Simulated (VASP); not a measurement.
# CrO2 (P-3m1) in VASP: further runs, part 2 of 2

VASP 6.6.1. Earlier steps stand in the parts before.

## 3. Single point, r2SCAN+U, collinear spin, random start

INCAR reads:

```
SYSTEM = CrO2
PREC     = Accurate       ! precision mode
ENCUT    = 520            ! plane-wave cutoff, eV
EDIFF    = 1E-7           ! SCF threshold, eV
ISMEAR   = 0              ! smearing method
SIGMA    = 0.05           ! smearing width, eV
LREAL    = .False.        ! projectors in reciprocal space
LASPH    = .True.         ! aspherical terms in the spheres
NELM     = 100            ! most SCF steps
ALGO     = Normal         ! electronic algorithm
ISIF     = 2              ! what is computed and relaxed
LWAVE    = .False.        ! write WAVECAR
LCHARG   = .False.        ! write CHGCAR
ISPIN    = 2              ! spin polarisation
MAGMOM   = 2.72 0 0       ! initial moments
LORBIT   = 11             ! projections on sites
LMAXMIX  = 4              ! l up to which the mixer works
LDAU     = .True.         ! DFT+U
LDAUTYPE = 2            
LDAUL    = 2 -1           ! shell
LDAUU    = 5 0            ! U, eV
LDAUJ    = 0 0          
LDAUPRINT= 1            
METAGGA  = R2SCAN         ! meta-GGA
LMIXTAU  = .True.
```

KPOINTS reads:

```
Automatic mesh
0
Gamma
  8 8 4
  0 0 0
```

POSCAR reads:

```
CrO2
1.0
    2.7798784700      0.0000000000      0.0000000000
   -1.3899392400      2.4074453800      0.0000000000
    0.0000000000      0.0000000000      4.4845209400
Cr O
1 2
Direct
    0.0000000000      0.0000000000      0.0000000000
    0.3333333333      0.6666666667      0.2520000000
    0.6666666667      0.3333333333      0.7480000000
```

Potentials or basis: VASP PAW PBE potentials, release 64 (Cr_pv, O).

The run is started by

```sh
cat potpaw_PBE.64/Cr_pv/POTCAR potpaw_PBE.64/O/POTCAR > POTCAR
mpirun -np 1 vasp_std > vasp.out
```

OUTCAR:

```text
SYSTEM = CrO2
   PREC = Accurate
   ENCUT = 520
   EDIFF = 1E-7
   ISMEAR = 0
   LREAL = .False.
   LASPH = .True.
   NELM = 100
   ISIF = 2
   ISPIN = 2
   LORBIT = 11
   METAGGA = R2SCAN

 ion  position               nearest neighbor table
   1  0.000  0.000  0.000-   3 1.96   2 1.96   3 1.96   2 1.96   3 1.96   2 1.96
   2  0.333  0.667  0.252-   1 1.96   1 1.96   1 1.96
   3  0.667  0.333  0.748-   1 1.96   1 1.96   1 1.96

  LATTYP: Found a hexagonal cell.
 ALAT       =     2.7798784700
 C/A-ratio  =     1.6132075515

  Lattice vectors:

 A1 = (   2.7798784700,   0.0000000000,   0.0000000000)
 A2 = (  -1.3899392400,   2.4074453800,   0.0000000000)
 A3 = (   0.0000000000,   0.0000000000,   4.4845209400)

Analysis of symmetry for initial positions (statically):
=====================================================================
 Subroutine PRICEL returns:
 Original cell was already a primitive cell.

 Routine SETGRP: Setting up the symmetry group for a
 hexagonal supercell.

 Subroutine GETGRP returns: Found 12 space group operations
 (whereof 12 operations were pure point group operations)
 out of a pool of 24 trial point group operations.

The static configuration has the point symmetry D_3d.

Analysis of symmetry for dynamics (positions and initial velocities):
=====================================================================
 Subroutine PRICEL returns:
 Original cell was already a primitive cell.

 Routine SETGRP: Setting up the symmetry group for a
 hexagonal supercell.

 Subroutine GETGRP returns: Found 12 space group operations
 (whereof 12 operations were pure point group operations)
 out of a pool of 24 trial point group operations.

[... 190 lines left out ...]
  o =  0.8880  v = -0.3016  0.5049  0.0000 -0.1940  0.7851  0.0000  0.0000  0.0000  0.0000  0.0000      0.0000  0.0000  0.0000  0.0000  0.0000  0.0000  0.0000  0.0000  0.0000  0.0000

 number of electron      24.0000003 magnetization       1.9999984

 Free energy of the ion-electron system (eV)
  ---------------------------------------------------
  ext. energy  EPLUGINS =         0.00000000
  ---------------------------------------------------
  free energy    TOTEN  =       -28.43957741 eV

  energy without entropy =      -28.43829870  energy(sigma->0) =      -28.43893805

 E-fermi :   3.5233     XC(G=0): -12.3308

 val. band max:        3.5225652478   @ k =   0.0000   0.0000   0.2500
 cond. band min:       3.5495683806   @ k =   0.2500   0.0000   0.2500
 fundamental gap:      0.0270031328
 Fermi energy:         3.5233494379

 spin component 1

 k-point     1 :       0.0000    0.0000    0.0000
  band No.  band energies     occupation
      1     -41.9227      1.00000
      2     -41.8453      1.00000
      3     -41.8453      1.00000
      4     -15.6851      1.00000
      5     -13.7796      1.00000
      6      -2.8960      1.00000
[... 943 lines left out ...]
      6      -1.0191      1.00000
[... 9 lines left out ...]
     16      10.7798      0.00000
     17      10.8519      0.00000

 [... further k-points ...]

------------------------ aborting loop because EDIFF is reached ----------------------------------------

  FORCE on cell =-STRESS in cart. coord.  units (eV):
  Direction    XX          YY          ZZ          XY          YZ          ZX
  --------------------------------------------------------------------------------------
  -------------------------------------------------------------------------------------
  Total        4.1513961      4.1513961     -3.2156841     -0.0000000      0.0000000      0.0000000
  in kB      221.6187236    221.6187246   -171.6665405     -0.0000005      0.0000000      0.0000000
  external PRESSURE =      90.5236359 kB  Pullay stress =       0.0000000 kB

 VOLUME and BASIS-vectors are now :
 -----------------------------------------------------------------------------
  energy-cutoff  :      520.00
  volume of cell :       30.01
      direct lattice vectors                 reciprocal lattice vectors
     2.779878470  0.000000000  0.000000000     0.359727956  0.207689033  0.000000000
    -1.389939240  2.407445380  0.000000000     0.000000000  0.415378064  0.000000000
     0.000000000  0.000000000  4.484520940     0.000000000  0.000000000  0.222989259

 POSITION                                       TOTAL-FORCE (eV/Angst)
 -----------------------------------------------------------------------------------
      0.00000      0.00000      0.00000         0.000000      0.000000      0.000000
     -0.00000      1.60496      1.13010        -0.000000      0.000000     -1.411428
      1.38994      0.80248      3.35442         0.000000     -0.000000      1.411428
 -----------------------------------------------------------------------------------
    total drift:                                0.000000     -0.000000      0.000000

  FREE ENERGIE OF THE ION-ELECTRON SYSTEM (eV)
  ---------------------------------------------------
  free  energy   TOTEN  =       -28.4395774091 eV

  energy  without entropy=      -28.4382986950  energy(sigma->0) =      -28.43893805

 total charge

# of ion       s       p       d       tot
------------------------------------------
    1        0.574   6.402   4.027  11.004
    2        1.594   3.390   0.000   4.983
    3        1.594   3.390   0.000   4.983
--------------------------------------------------
tot          3.761  13.182   4.027  20.971

 magnetization (x)

# of ion       s       p       d       tot
------------------------------------------
    1        0.130   0.018   2.798   2.946
    2       -0.008  -0.398   0.000  -0.406
    3       -0.008  -0.398   0.000  -0.406
--------------------------------------------------
tot          0.114  -0.778   2.798   2.134
```

Run time: 2.8 min. Hardware: 1 thread of Intel Xeon Platinum 8488C (Sapphire Rapids), shared host; peak memory 0.19 GiB.

What came out:

| Item | Value |
| --- | --- |
| Free energy | -28.4396 eV |
| Pressure | 9.1 GPa |
| Largest force | 1.411 eV/Å |
| Band gap on the k mesh | none (metal or under the smearing width) |
| Net moment | 2.00 μB per cell |
| Site moments | Cr +2.95; O -0.41 μB |
| Valence electrons inside the program's atomic spheres | Cr 11.00; O 4.98 |

Forces in eV/Å, atoms in the order of the input:
```
Cr   0.000  0.000  0.000
O    0.000  0.000 -1.411
O    0.000  0.000  1.411
```

Eigenvalues of the final occupation matrices:
```tsv
site	spin	trace	eigenvalues
site 1 d	1	3.43	0.39 0.39 0.88 0.89 0.89
site 1 d	2	0.63	0.05 0.06 0.06 0.23 0.23
```

Caveat: the PAW data sets were made with another functional, which shifts forces and pressure a little; a cell with one magnetic atom can't hold antiferromagnetic order, which such compounds often take. The state reached can hang on the start; a lower one may exist.
